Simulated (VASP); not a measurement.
RuS2: single point with PBEsol+U

The system is RuS2.

```
Ru S
1.0
     3.52118    0.00000    0.00000
    -1.76059    3.04943    0.00000
     0.00000    0.00000    5.68039
Ru S
1 2
Direct
  0.00000 0.00000 0.00000
  0.33333 0.66667 0.25200
  0.66667 0.33333 0.74800
```

The cell comes from a database or a generator and needn't be the stable form of this composition.

```
Program                : VASP 6.6.1
Task                   : single point
Functional             : PBEsol
Potentials or basis    : VASP PAW PBE potentials, release 64 (Ru_pv, S)
Cutoff                 : 520 eV
k mesh                 : 6 × 6 × 4
Occupations            : gaussian, width 0.05 eV
Spin                   : collinear spin, ferromagnetic start
Starting moments       : [1.0, 0.0, 0.0] μB
Hubbard terms          : Ru d U = 2 eV
Further INCAR settings : ALGO = Normal; EDIFF = 1e-07; NBANDS = 24
```

```yaml
Pressure: -14.1 GPa
Largest_force: 1.436 eV/Å
Band_gap_on_the_k_mesh: none (metal or under the smearing width)
Net_moment: 1.93 μB per cell
Site_moments: Ru +1.54; S +0.12 μB
Valence_electrons_inside_the_program's_atomic_spheres: Ru 12.32; S 3.58
```

Forces on the atoms (eV/Å):
```
Ru   0.000  0.000  0.000
S    0.000  0.000 -1.436
S    0.000  0.000  1.436
```

Stress tensor (GPa, compression positive):
```
-15.00   0.00   0.00
  0.00 -15.00   0.00
  0.00   0.00 -12.32
```

Levels at points of the mesh, in eV from the Fermi level:
Spin up:
```
           k point  band 10  band 11  band 12  band 13  band 14  band 15  band 16  band 17  band 18  band 19
(0.00, 0.00, 0.00)    -2.79    -1.64    -0.39    -0.39    -0.18     2.04     2.04     5.59     5.61     9.07
(0.50, 0.00, 0.00)    -2.79    -2.39    -2.14    -1.95    -1.40     1.93     2.42     6.24     6.43     7.80
(0.00, 0.00, 0.50)    -2.80    -2.52    -0.75    -0.58    -0.58     2.38     2.38     6.15     7.22     8.98
(0.50, 0.00, 0.50)    -2.51    -2.39    -1.60    -1.55    -1.40     1.84     2.50     5.47     5.73     7.30
```
Spin down:
| k point | band 8 | band 9 | band 10 | band 11 | band 12 | band 13 | band 14 | band 15 | band 16 | band 17 |
| --- | --- | --- | --- | --- | --- | --- | --- | --- | --- | --- |
| (0.00, 0.00, 0.00) | -3.79 | -0.96 | -0.96 | -0.52 | -0.19 | -0.19 | -0.04 | 2.65 | 2.65 | 5.69 |
| (0.50, 0.00, 0.00) | -3.49 | -3.47 | -2.64 | -1.75 | -1.10 | 0.09 | 0.38 | 2.56 | 2.95 | 6.59 |
| (0.00, 0.00, 0.50) | -3.76 | -2.39 | -0.97 | -0.97 | -0.38 | -0.38 | 0.15 | 2.99 | 2.99 | 6.26 |
| (0.50, 0.00, 0.50) | -3.73 | -3.38 | -1.40 | -1.32 | -1.23 | 0.08 | 0.31 | 2.39 | 3.12 | 5.59 |

Eigenvalues of the final occupation matrices:
| site | spin | trace | eigenvalues |
| --- | --- | --- | --- |
| site 1 d | 1 | 3.67 | 0.52 0.52 0.86 0.88 0.88 |
| site 1 d | 2 | 2.17 | 0.31 0.31 0.48 0.48 0.59 |

It took 51 s on 1 thread of AMD EPYC 9R45 (Zen 5) (shared host), peak memory 0.19 GiB.

Caveat: the PAW data sets were made with another functional, which shifts forces and pressure a little. The state reached can hang on the start; a lower one may exist.
